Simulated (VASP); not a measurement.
# NGeH3 in VASP: notebook

Runs on NGeH3. Level: PBE. Tasks: single point, relaxation of the atoms.

Everything below comes from runs of VASP 6.6.1. Logs are shortened: lines on timing, memory, paths and dates and some standing lists are left out, and cuts for length are marked.

### 1 The undisturbed molecule

The cell holds a molecule in a box, 5 atoms: a = 11.000 Å, b = 13.000 Å, c = 10.000 Å, α = 90.00°, β = 90.00°, γ = 90.00°.

### 2 Single point, PBE (atoms moved at random, drawn with an rms of 0.05 Å)

INCAR

```
SYSTEM = GeH3N
PREC = Accurate
ENCUT = 520
EDIFF = 1E-7
ISMEAR = 0
SIGMA = 0.01
LREAL = .False.
LASPH = .True.
NELM = 60
ALGO = Normal
ISIF = 2
LWAVE = .False.
LCHARG = .True.
GGA = PE
LELF = .True.
LVHAR = .True.
LVACPOTAV = .True.
NBANDS = 19
```

KPOINTS

```
Automatic mesh
0
Gamma
  1 1 1
  0 0 0
```

POSCAR

```
GeH3N
1.0
   11.0000000000      0.0000000000      0.0000000000
    0.0000000000     13.0000000000      0.0000000000
    0.0000000000      0.0000000000     10.0000000000
N Ge H
1 1 3
Direct
    0.4948450000      0.4434320000      0.5164740000
    0.5918880000      0.5553780000      0.5312830000
    0.5169680000      0.3755500000      0.5503650000
    0.4141340000      0.4423950000      0.4688870000
    0.4931060000      0.6292610000      0.4539050000
```

Potentials or basis: VASP PAW PBE potentials, release 64 (N, Ge_d, H).

Run with:

```sh
cat potpaw_PBE.64/N/POTCAR potpaw_PBE.64/Ge_d/POTCAR potpaw_PBE.64/H/POTCAR > POTCAR
mpirun -np 1 vasp_gam > vasp.out
```

OUTCAR:

```text
SYSTEM = GeH3N
   PREC = Accurate
   ENCUT = 520
   EDIFF = 1E-7
   ISMEAR = 0
   LREAL = .False.
   LASPH = .True.
   NELM = 60
   ISIF = 2
   GGA = PE

 ion  position               nearest neighbor table
   1  0.495  0.443  0.516-   3 0.98   4 1.01   2 1.81
   2  0.592  0.555  0.531-   5 1.64   1 1.81
   3  0.517  0.376  0.550-   1 0.98
   4  0.414  0.442  0.469-   1 1.01
   5  0.493  0.629  0.454-   2 1.64

  LATTYP: Found a simple orthorhombic cell.
 ALAT       =    10.0000000000
 B/A-ratio  =     1.1000000000
 C/A-ratio  =     1.3000000000

  Lattice vectors:

 A1 = (   0.0000000000,   0.0000000000,  10.0000000000)
 A2 = (  11.0000000000,   0.0000000000,   0.0000000000)
 A3 = (   0.0000000000,  13.0000000000,   0.0000000000)

Analysis of symmetry for initial positions (statically):
=====================================================================
 Subroutine PRICEL returns:
 Original cell was already a primitive cell.

 Routine SETGRP: Setting up the symmetry group for a
 simple orthorhombic supercell.

 Subroutine GETGRP returns: Found  1 space group operations
 (whereof  1 operations were pure point group operations)
 out of a pool of  8 trial point group operations.

The static configuration has the point symmetry C_1 .

Analysis of symmetry for dynamics (positions and initial velocities):
=====================================================================
 Subroutine PRICEL returns:
 Original cell was already a primitive cell.

 Routine SETGRP: Setting up the symmetry group for a
 simple orthorhombic supercell.

 Subroutine GETGRP returns: Found  1 space group operations
 (whereof  1 operations were pure point group operations)
 out of a pool of  8 trial point group operations.

The dynamic configuration has the point symmetry C_1 .

 Subroutine INISYM returns: Found  1 space group operations
 (whereof  1 operations are pure point group operations),
 and found     1 'primitive' translations

----------------------------------------------------------------------------------------

                                     Primitive cell

  volume of cell :    1430.0000

  direct lattice vectors                    reciprocal lattice vectors
    11.000000000  0.000000000  0.000000000     0.090909091  0.000000000  0.000000000
     0.000000000 13.000000000  0.000000000     0.000000000  0.076923077  0.000000000
     0.000000000  0.000000000 10.000000000     0.000000000  0.000000000  0.100000000

  length of vectors
    11.000000000 13.000000000 10.000000000     0.090909091  0.076923077  0.100000000

  position of ions in fractional coordinates (direct lattice)
     0.494845000  0.443432000  0.516474000
     0.591888000  0.555378000  0.531283000
     0.516968000  0.375550000  0.550365000
     0.414134000  0.442395000  0.468887000
     0.493106000  0.629261000  0.453905000

  ion indices of the primitive-cell ions
   primitive index   ion index
                 1           1
                 2           2
                 3           3
                 4           4
                 5           5

----------------------------------------------------------------------------------------

 KPOINTS: Automatic mesh

Automatic generation of k-mesh.
 Grid dimensions read from file:
 generate k-points for:    1    1    1

 Generating k-lattice:

  Cartesian coordinates                     Fractional coordinates (reciprocal lattice)
     0.090909091  0.000000000  0.000000000     1.000000000  0.000000000  0.000000000
     0.000000000  0.076923077  0.000000000     0.000000000  1.000000000  0.000000000
     0.000000000  0.000000000  0.100000000     0.000000000  0.000000000  1.000000000

  Length of vectors
     0.090909091  0.076923077  0.100000000

  Shift w.r.t. Gamma in fractional coordinates (k-lattice)
     0.000000000  0.000000000  0.000000000

 Subroutine IBZKPT returns following result:
 ===========================================

 Found      1 irreducible k-points:

 Following reciprocal coordinates:
            Coordinates               Weight
  0.000000  0.000000  0.000000      1.000000
   k-points           NKPTS =      1   k-points in BZ     NKDIM =      1   number of bands    NBANDS=     19
   number of dos      NEDOS =    301   number of ions     NIONS =      5
   total plane-waves  NPLWV = 658560
   dimension x,y,z NGX =    84 NGY =   98 NGZ =   80
   dimension x,y,z NGXF=   168 NGYF=  196 NGZF=  160
   ions per type =               1   1   3
   NGX,Y,Z   is equivalent  to a cutoff of  12.70, 12.53, 13.30 a.u.
   NGXF,Y,Z  is equivalent  to a cutoff of  25.39, 25.06, 26.60 a.u.
 SYSTEM =  GeH3N
   PREC   = accura    normal or accurate (medium, high low for compatibility)
   ISTART =      0    job   : 0-new  1-cont  2-samecut
   ICHARG =      2    charge: 1-file 2-atom 10-const
   ISPIN  =      1    spin polarized calculation?
   LNONCOLLINEAR =      F non collinear calculations
   LSORBIT =      F    spin-orbit coupling
   LASPH  =      T    aspherical Exc in radial PAW
   ENCUT  =  520.0 eV  38.22 Ry    6.18 a.u.  20.45 24.17 18.59*2*pi/ulx,y,z
   NELM   =     60;   NELMIN=  2; NELMDL= -5     # of ELM steps
   EDIFF  = 0.1E-06   stopping-criterion for ELM
   LREAL  =      F    real-space projection
   EDIFFG = 0.1E-05   stopping-criterion for IOM
   NSW    =      0    number of steps for IOM
   IBRION =     -1    ionic relax: 0-MD 1-quasi-New 2-CG
   NFREE  =      0    steps in history (QN), initial steepest desc. (CG)
   ISIF   =      2    stress and relaxation
   ISYM   =      2    0-nonsym 1-usesym 2-fastsym
   POTIM  = 0.5000    time-step for ionic-motion
   TEBEG  =    0.0;   TEEND  =   0.0 temperature during run
   PSTRESS=    0.0 pullay stress
   NELECT =      22.0000    total number of electrons
   NUPDOWN=      -1.0000    fix difference up-down
   EMIN   =  10.00;   EMAX   =-10.00  energy-range for DOS
   EFERMI =   0.00;   METHOD = LEGACY
   ISMEAR =     0;   SIGMA  =   0.01  broadening in eV -4-tet -1-fermi 0-gaus
   EFERMI_NEDOS =   21; number of points for ismear=-14 and -15
   IALGO  =     38    algorithm
   IMIX   =      4    mixing-type and parameters
     AMIX     =   0.40;   BMIX     =  1.00
     AMIX_MAG =   1.60;   BMIX_MAG =  1.00
  volume/ion in A,a.u.               =     286.00      1930.02
  Fermi-wavevector in a.u.,A,eV,Ry     =   0.407165  0.769430  2.255619  0.165783
  Thomas-Fermi vector in A             =   1.360627
   LORBIT       =      0    0 simple, 1 ext, 2 COOP (PROOUT), +10 PAW based schemes
   GGA     = PE    functional components
   LHFCALC =     F    Hartree Fock is set to
   AEXX    =    0.0000 exact exchange contribution
   IVDW    =     0    specifies the selected vdW correction
   LEPSILON=     F    determine dielectric tensor
   LRPA    =     F    only Hartree local field effects (RPA)
 non-spin polarized calculation
 Gauss-broadening in eV      SIGMA  =   0.01
  energy-cutoff  :      520.00
  volume of cell :     1430.00
 maximum number of plane-waves:     19293
 NGX is ok and might be reduce to    84
   NGX = 41   NGY = 49   NGZ = 37

 number of electron      21.9999985 magnetization

 Free energy of the ion-electron system (eV)
  ---------------------------------------------------
  ext. energy  EPLUGINS =         0.00000000
  ---------------------------------------------------
  free energy    TOTEN  =       -22.38285324 eV

  energy without entropy =      -22.38285324  energy(sigma->0) =      -22.38285324

 E-fermi :  -5.2943     XC(G=0):  -0.8263

 val. band max:       -5.3802735229   @ k =   0.0000   0.0000   0.0000
 cond. band min:      -2.2979386627   @ k =   0.0000   0.0000   0.0000
 fundamental gap:      3.0823348602
 Fermi energy:        -5.2943050987

 k-point     1 :       0.0000    0.0000    0.0000
  band No.  band energies     occupation
      1     -28.1666      2.00000
      2     -28.0773      2.00000
      3     -27.9923      2.00000
      4     -27.9398      2.00000
      5     -27.8360      2.00000
      6     -21.0380      2.00000
[... 11 lines left out ...]
     18       0.9572      0.00000
     19       1.1725      0.00000

------------------------ aborting loop because EDIFF is reached ----------------------------------------

  FORCE on cell =-STRESS in cart. coord.  units (eV):
  Direction    XX          YY          ZZ          XY          YZ          ZX
  --------------------------------------------------------------------------------------
  -------------------------------------------------------------------------------------
  Total        0.4642261      1.7740642      0.1503769      0.1643155     -0.3850336      0.2274772
  in kB        0.5201207      1.9876682      0.1684828      0.1840997     -0.4313930      0.2548663
  external PRESSURE =       0.8920906 kB  Pullay stress =       0.0000000 kB

 VOLUME and BASIS-vectors are now :
 -----------------------------------------------------------------------------
  energy-cutoff  :      520.00
  volume of cell :     1430.00
      direct lattice vectors                 reciprocal lattice vectors
    11.000000000  0.000000000  0.000000000     0.090909091  0.000000000  0.000000000
     0.000000000 13.000000000  0.000000000     0.000000000  0.076923077  0.000000000
     0.000000000  0.000000000 10.000000000     0.000000000  0.000000000  0.100000000

 POSITION                                       TOTAL-FORCE (eV/Angst)
 -----------------------------------------------------------------------------------
      5.44329      5.76462      5.16474        -0.558473      1.324837     -0.642533
      6.51077      7.21991      5.31283         0.084914      0.566983     -0.067452
      5.68665      4.88215      5.50365         0.578903     -1.718006      0.710137
      4.55547      5.75113      4.68887        -0.332563      0.033997     -0.141274
      5.42417      8.18039      4.53905         0.227218     -0.207812      0.141122
 -----------------------------------------------------------------------------------
    total drift:                               -0.000378     -0.002525      0.000147

  FREE ENERGIE OF THE ION-ELECTRON SYSTEM (eV)
  ---------------------------------------------------
  free  energy   TOTEN  =       -22.3828532388 eV

  energy  without entropy=      -22.3828532388  energy(sigma->0) =      -22.38285324
```

It took 95 s on 1 thread of Intel Xeon 6975P-C (Granite Rapids), shared host; peak memory 1.1 GiB.

What came out:

```
Free energy                     : -22.3829 eV
Largest force                   : 1.947 eV/Å
Gap between the frontier levels : 3.08 eV
```

Forces on the atoms (eV/Å):
```
N   -0.558  1.325 -0.643
Ge   0.085  0.567 -0.067
H    0.579 -1.718  0.710
H   -0.333  0.034 -0.141
H    0.227 -0.208  0.141
```

Levels at points of the mesh, in eV from the valence-band top:
```
           k point  band 7  band 8  band 9  band 10  band 11  band 12  band 13  band 14  band 15  band 16
(0.00, 0.00, 0.00)   -7.45   -6.74   -2.81    -1.28     0.00     3.08     4.63     5.38     5.81     6.12
```

### 3 Relaxation of the atoms, PBE (atoms moved at random, drawn with an rms of 0.02 Å)

INCAR

```
  PREC = Accurate
  ENCUT = 520
  EDIFF = 1E-6
  ISMEAR = 0
  SIGMA = 0.01
  LREAL = False
  LASPH = True
  NELM = 80
  ALGO = Fast
  ISIF = 2
  LWAVE = False
  LCHARG = False
  GGA = PE
  IBRION = 2
  NSW = 40
  EDIFFG = -0.01
```

KPOINTS

```
regular mesh
0
Gamma
  1 1 1
```

POSCAR

```
GeH3N
1.0
   11.0000000000      0.0000000000      0.0000000000
    0.0000000000     13.0000000000      0.0000000000
    0.0000000000      0.0000000000     10.0000000000
N Ge H
1 1 3
Direct
    0.4964510000      0.4443360000      0.5178800000
    0.5928740000      0.5565830000      0.5319710000
    0.5153810000      0.3748880000      0.5527500000
    0.4127800000      0.4434000000      0.4732380000
    0.4967600000      0.6285400000      0.4538970000
```

Potentials or basis: VASP PAW PBE potentials, release 64 (N, Ge_d, H).

Run with:

```sh
cat potpaw_PBE.64/N/POTCAR potpaw_PBE.64/Ge_d/POTCAR potpaw_PBE.64/H/POTCAR > POTCAR
mpirun -np 1 vasp_gam > vasp.out
```

It took 11 min on 1 thread of Intel Xeon 6975P-C (Granite Rapids), shared host; peak memory 1.2 GiB.

Results (log left out):

```
Free energy                     : -22.4336 eV
Energy gained by relaxing       : 6.2 meV/atom
Ionic steps                     : 30
Largest force after relaxing    : 0.010 eV/Å
Gap between the frontier levels : 3.09 eV
```

Forces in eV/Å, atoms in the order of the input:
```
N    0.004 -0.007  0.002
Ge  -0.006 -0.002 -0.002
H    0.004 -0.001  0.002
H   -0.004  0.008 -0.003
H    0.002  0.002  0.001
```

Step by step:
```csv
step,energy change (eV),largest force (eV/Å),pressure (GPa)
1,0.0000,1.4374,0.06
2,0.2189,5.5823,-0.01
3,-0.0217,0.4840,0.03
4,-0.0279,0.2696,-0.03
5,-0.0289,0.1147,-0.01
6,-0.0296,0.1172,-0.01
7,-0.0297,0.1553,-0.01
8,-0.0301,0.0614,-0.01
9,-0.0302,0.0442,-0.01
10,-0.0302,0.0632,-0.01
11,-0.0303,0.0459,-0.01
12,-0.0303,0.0483,0.00
13,-0.0303,0.0864,0.00
14,-0.0303,0.0685,-0.01
15,-0.0304,0.0470,0.00
16,-0.0304,0.0410,0.00
17,-0.0305,0.0414,-0.01
18,-0.0305,0.0332,-0.01
19,-0.0306,0.0476,0.00
20,-0.0306,0.0302,0.00
21,-0.0306,0.0374,0.00
22,-0.0307,0.0234,-0.01
23,-0.0307,0.0366,-0.01
24,-0.0307,0.0231,0.00
25,-0.0307,0.0246,0.00
26,-0.0308,0.0256,-0.01
27,-0.0308,0.0298,-0.01
28,-0.0308,0.0194,-0.01
29,-0.0308,0.0239,-0.01
30,-0.0308,0.0095,-0.01
```

Final structure:
```yaml
crystal:
  lattice:
    - [11.00000, 0.00000, 0.00000]
    - [0.00000, 13.00000, 0.00000]
    - [0.00000, 0.00000, 10.00000]
  atoms:
    - { symbol: N, position: [0.49396, 0.44433, 0.51687] }
    - { symbol: Ge, position: [0.59353, 0.55675, 0.53196] }
    - { symbol: H, position: [0.51792, 0.37457, 0.55427] }
    - { symbol: H, position: [0.41109, 0.44279, 0.47220] }
    - { symbol: H, position: [0.49775, 0.62930, 0.45444] }
```

Levels at points of the mesh, in eV from the valence-band top:
| k point | band 8 | band 9 | band 10 | band 11 | band 12 | band 13 | band 14 | band 15 |
| --- | --- | --- | --- | --- | --- | --- | --- | --- |
| (0.00, 0.00, 0.00) | -6.51 | -2.78 | -1.13 | 0.00 | 3.09 | 4.64 | 5.39 | 5.86 |

### 4 The reference run

An earlier run on the cell as given: functional PBE; potentials or basis VASP PAW PBE potentials, release 64 (N, Ge_d, H); cutoff 520 eV; k mesh 1 × 1 × 1; occupations gaussian, width 0.01 eV; no spin polarisation.

- Largest force: 0.414 eV/Å
- Gap between the frontier levels: 3.08 eV

### 5 Overview

```csv
task,cell,gap on the mesh (eV),largest force (eV/Å)
single point,"atoms moved at random, drawn with an rms of 0.05 Å",3.08,1.95
relaxation of the atoms,"atoms relaxed from: atoms moved at random, drawn with an rms of 0.02 Å",3.09,0.01
single point,as given,3.08,0.41
```

Alike in all rows: level PBE; potentials or basis VASP PAW PBE potentials, release 64 (N, Ge_d, H); no spin polarisation; k mesh 1 × 1 × 1; cutoff (eV) 520; smearing gaussian 0.01 eV.

Absolute energies hang on the potentials; compare differences alone.
